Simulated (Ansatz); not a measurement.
# SnO2: the cost of one run

Method: DFT PBE, scalar-relativistic, plane waves, PAW, in Ansatz 0.2.0.

3 further runs of the same task are left out: 2 that didn't finish, 1 set aside as unsound or not needed.

## 1. The system as given

Symmetry: I4_1/amd, No. 141, tetragonal system. Conventional cell: a = 4.052 Å, b = 4.052 Å, c = 10.363 Å, α = 90.00°, β = 90.00°, γ = 90.00°. Sn (site symmetry -4m2) is surrounded by 6 O at 2.09 to 2.10 Å. O (site symmetry 2mm) is surrounded by 3 Sn at 2.09 to 2.10 Å.

As a file:

```cif
data_structure
_symmetry_space_group_name_H-M 'P 1'
_symmetry_Int_Tables_number 1
_cell_length_a 5.9209
_cell_length_b 5.9209
_cell_length_c 5.9209
_cell_angle_alpha 139.978
_cell_angle_beta 139.978
_cell_angle_gamma 57.887
_cell_volume 85.08
loop_
_atom_site_label
_atom_site_type_symbol
_atom_site_fract_x
_atom_site_fract_y
_atom_site_fract_z
_atom_site_occupancy
Sn1 Sn 0.75000 0.25000 0.50000 1
Sn2 Sn 0.00000 0.00000 0.00000 1
O1 O 0.79759 0.79759 0.00000 1
O2 O 0.95241 0.45241 0.50000 1
O3 O 0.20241 0.20241 0.00000 1
O4 O 0.54759 0.04759 0.50000 1
```

It goes back to an entry of the Materials Project, which need not be the stable form.

This cell was relaxed beforehand with the same method: volume 14.18 Å³/atom, gap on the mesh 1.32 eV.

## 2. Electronic structure at the relaxed geometry

Contents of input.yaml:

```yaml
crystal:
  lattice:
    - [-2.0261375586, 2.0261375586, 5.1813792137]
    - [2.0261375586, -2.0261375586, 5.1813792137]
    - [2.0261375586, 2.0261375586, -5.1813792137]
  atoms:
    - { symbol: Sn, position: [0.75, 0.25, 0.5] }
    - { symbol: Sn, position: [0.0, 0.0, 0.0] }
    - { symbol: O, position: [0.7975932603, 0.7975932603, 0.0] }
    - { symbol: O, position: [0.9524067397, 0.4524067397, 0.5] }
    - { symbol: O, position: [0.2024067397, 0.2024067397, 0.0] }
    - { symbol: O, position: [0.5475932603, 0.0475932603, 0.5] }
basis:
  ecutwfc: 420
kpoints:
  mp_grid: { grid: [10, 10, 10] }
  band_path:
    path:
      - [[0.0, 0.0, 0.0], [0.0, 0.0, 0.5], [0.25, 0.25, 0.25], [0.0, 0.5, 0.0], [0.0, 0.0, 0.0], [0.5, 0.5, -0.5], [0.28822849, 0.71177151, -0.28822849]]
      - [[-0.28822849, 0.28822849, 0.28822849], [0.0, 0.0, 0.0]]
      - [[0.0, 0.0, 0.5], [-0.07645697, 0.07645697, 0.5]]
      - [[0.5, 0.5, -0.07645697], [0.5, 0.5, -0.5]]
    npoints: 14
hamiltonian:
  xc: pbe
scf:
  occupations: { method: gaussian, width: 0.02 }
  n_extra_bands: 15
output:
  forces: true
  stress: true
  eigenvalues: true
  populations: true
  dos: { projected: true, de: 0.02, nscf_kmesh: { grid: [15, 15, 15] } }
  bader: true
  write_density: true
  write_potential: true
  elf: true
  volumetric_format: npy
```

The run is started by

```bash
ansatz run input.yaml --threads 1 --pin off --max-ram 2560MiB --backend cpu --events-out ev --progress --plain --runs-dir out
```

**Question.** How long does this run take on 1 thread of Arm Neoverse V1, shared host, and how much memory does it need?

About 2.2 min, with a peak of 0.78 GiB.
